# Boron nitride under pressure, by hand

Naively, a stiff crystal is a spring. Squeeze its volume by one percent and it pushes back; stretch it by one percent and it pulls back equally hard; double the change and the force doubles. The computed values for cubic boron nitride, from density-functional theory with the PBEsol functional, show how far this picture carries and what it needs to carry further.

ABINIT 10.8.3, plane-wave DFT with the PBEsol functional for cubic BN (F-43m, 2-atom cell), with PseudoDojo NC SR PBEsol v0.4.1 standard pseudopotentials, a 1142.88 eV cutoff, a 13×13×13 k mesh and Fermi-Dirac smearing of 0.05 eV. The cell is scaled at fixed shape with a static lattice; energies are counted from the minimum of the fitted curve.

| volume (Å³/atom) | energy (meV/atom) | pressure (GPa) |
| --- | --- | --- |
| 5.602 | 15.74 | 19.540 |
| 5.721 | 4.68 | 10.310 |
| 5.840 | 0.17 | 1.920 |
| 5.959 | 1.63 | -5.720 |
| 6.079 | 8.50 | -12.670 |
| 6.198 | 20.31 | -18.990 |
| 6.317 | 36.60 | -24.750 |

Each row is the same crystal at another volume per atom. The energy is counted from the minimum of the energy curve. A positive pressure means that the crystal is held compressed, a negative one that it is held stretched. The pressure changes sign between the rows 5.840 and 5.959, so the crystal at rest lies between them.

A spring would lose the same pressure in each equal step of volume. The crystal loses 9.23 GPa in the first step and only 5.76 GPa in the last, and the drop shrinks at every step between. It stiffens when squeezed and softens when stretched. A usable rule therefore needs a spring and one correction for this lopsidedness.

## Where the stiffness and the lopsidedness come from

In this structure each boron atom sits at the centre of four nitrogen atoms, and each nitrogen atom at the centre of four borons. When the cube grows or shrinks evenly, the angles stay fixed by symmetry and only the bond lengths change, by about a third of the percentage change in volume. There is no soft way out, such as the turning of a hinge. Short, strong covalent bonds, many of them in a small volume, give the crystal its high resistance to compression.

The lopsidedness has two sources. One is geometry: equal steps of volume lengthen a bond by less and less. The other is the bond itself. Pushed together, the electron clouds repel each other steeply; pulled apart, the bond weakens gradually.

The nitrogen molecule is a simpler system with the same feature. Its energy climbs steeply when the two atoms approach and more gently when they separate. The likeness covers the shape of the curve near its minimum. It gives neither the stiffness of the crystal nor the point at which the crystal would tear, because there all bonds stretch together and share their electrons with neighbours.

## The rule

Let $V$ be the volume per atom, $V_0$ its value at zero pressure, and $p = 100\,(V/V_0 - 1)$ the volume change in percent. The bulk modulus $B$ is the resistance to compression at zero pressure. In most solids this resistance grows by roughly 4 GPa for each GPa of applied pressure, and the rule adopts that round value. Keeping only the first correction to the spring gives the pressure $P$, and adding up the work done against it gives the energy $E$ per atom:

$$P \approx -\frac{B}{100}\,p\left(1-\frac{p}{40}\right), \qquad E \approx k\,p^2\left(1-\frac{p}{60}\right), \qquad k = \frac{B V_0}{2}\times 10^{-4}.$$

The factors in front are the spring; the brackets are the softening. If the bonds obeyed Hooke's law in their length, geometry alone would give $1-p/100$ in the pressure. The rule has $1-p/40$, so most of the correction stands for the bond itself.

## Two constants from two pressures

The rows 5.840 and 5.959 enclose the point of zero pressure. A straight line through their pressures falls by 64.2 GPa per Å³ and crosses zero at

$$V_0 \approx 5.840 + \frac{1.92}{64.2} = 5.870\ \text{Å}^3 .$$

This slope times the mean volume of the two rows is a bulk modulus of 378.8 GPa. It belongs to their mean pressure, which is a slight tension of 1.9 GPa. Bringing it back to zero pressure adds four times that amount:

$$B \approx 378.8 + 4\times 1.9 = 386.4\ \text{GPa}.$$

Since 1 eV/Å³ is 160.2 GPa, $k$ comes out at 0.708 meV per atom for a change of one percent. A fit to the whole energy curve gives nearly the same constants: the hand-made volume agrees to about 0.02 % and the bulk modulus to 0.3 %. About half of that last gap is only the rounding of the tabulated volumes; the same arithmetic on the unrounded values gives 385.7 GPa.

One percent of volume costs 3.86 GPa, nearly forty thousand bar. A vessel at a few hundred bar changes the volume of this crystal by only about a hundredth of a percent.

## Two rows worked

The two ends of the table lie farthest from rest on either side, and neither was used to set the constants. At 5.602 the volume change is $p=-4.56$, a compression, so both brackets exceed one:

$$P \approx 3.86\times 4.56\times 1.114 \approx 19.6\ \text{GPa}, \qquad E \approx 0.708\times 4.56^2\times 1.076 \approx 16\ \text{meV}.$$

The computed values are 19.54 GPa and 15.74 meV per atom. Before rounding, both estimates are within one percent of them.

At 6.317 the crystal is stretched by $p=+7.62$, and the brackets now reduce the result:

$$P \approx -3.86\times 7.62\times 0.810 \approx -23.8\ \text{GPa}, \qquad E \approx 0.708\times 7.62^2\times 0.873 \approx 36\ \text{meV}.$$

The computed values are −24.75 GPa and 36.60 meV per atom. The tension is almost 4 % too weak and the energy about 2 % too low. Without its bracket the spring would give −29.4 GPa, a tension far too strong.

## How good it is over the table

The stretched end is the worst row for the rule, with errors of 0.9 GPa and 0.8 meV per atom. The plain spring is also worst there, with errors of 4.7 GPa and 4.5 meV. One correction thus removes about four fifths of the largest error. Close to the minimum it hardly matters, and there the spring does equally well.

At the larger volume changes the rule gives better pressures on squeezing than on stretching, because it contains two simplifications. The fitted curve stiffens by 3.67 GPa per GPa, a little less than the assumed 4, and the rule drops all corrections beyond the first. On compression the first simplification makes the crystal too stiff and the second makes it too soft, so they largely cancel. On expansion both make the tension too weak, and their errors add.

The energies are no second, independent test of the physics, since pressure is the slope of energy against volume. They test whether the short formula adds up the work correctly. The two columns match closely but not perfectly: the finite set of plane waves leaves the printed pressures about 0.01 GPa below the slope of the energies. That is far less than the errors of the rule at the ends.

## Where to stop using it

Very near the minimum, percentage errors mislead. At 5.840 the estimated energy is 9 % too high, yet the difference is only about 0.02 meV per atom. The pressure there is 3.8 % too high, though by only 0.07 GPa. Part of the energy miss is the rounding of the table entry to 0.17; most of the rest, like the pressure miss, comes from drawing a straight line across a bent pressure curve, which puts $V_0$ slightly too high. When the energy itself is almost zero, even such a small shift is a large fraction of it.

Far from the minimum, the dropped corrections take over. Birch's closed formula keeps them while using the same two constants and the same value of 4:

$$P = \frac{3B}{2}\left[\left(\frac{V_0}{V}\right)^{7/3}-\left(\frac{V_0}{V}\right)^{5/3}\right].$$

Over the table its largest pressure error is 0.3 GPa. At ten percent expansion or compression, beyond the computed rows, the short rule gives pressures 4 to 5 % weaker than this formula. That compares two formulas and tests neither against the crystal. The table shows which one to use on each side. At the stretched end the closed formula gives −24.49 GPa and the short rule −23.82 GPa against a computed −24.75 GPa, so beyond about five percent expansion the closed formula is the better tool. At the squeezed end it gives 19.82 GPa and the short rule 19.65 GPa against 19.54 GPa: keeping the higher corrections removes the cancellation and leaves the too large value of 4 exposed. Under compression the short rule is therefore expected to stay at least as close up to about ten percent; going further calls for a formula with the crystal's own slope of 3.67.

At twenty percent expansion the short rule claims that the tension reaches a peak and then falls. This follows from cutting off the corrections and must not be read as the strength of boron nitride.

The atoms in these calculations stand still. In a real crystal their zero-point and thermal motion enlarges the resting volume and lowers the bulk modulus. To describe a warm sample, take $V_0$ and $B$ at its own temperature and keep the brackets; the energy formula then gives the change of free energy.

The same recipe serves a neighbouring compound. In boron phosphide, whose bonds are longer and weaker, the constant in front of the pressure should be smaller. The brackets should change much less, because steep repulsion and gradual weakening are common to both crystals.
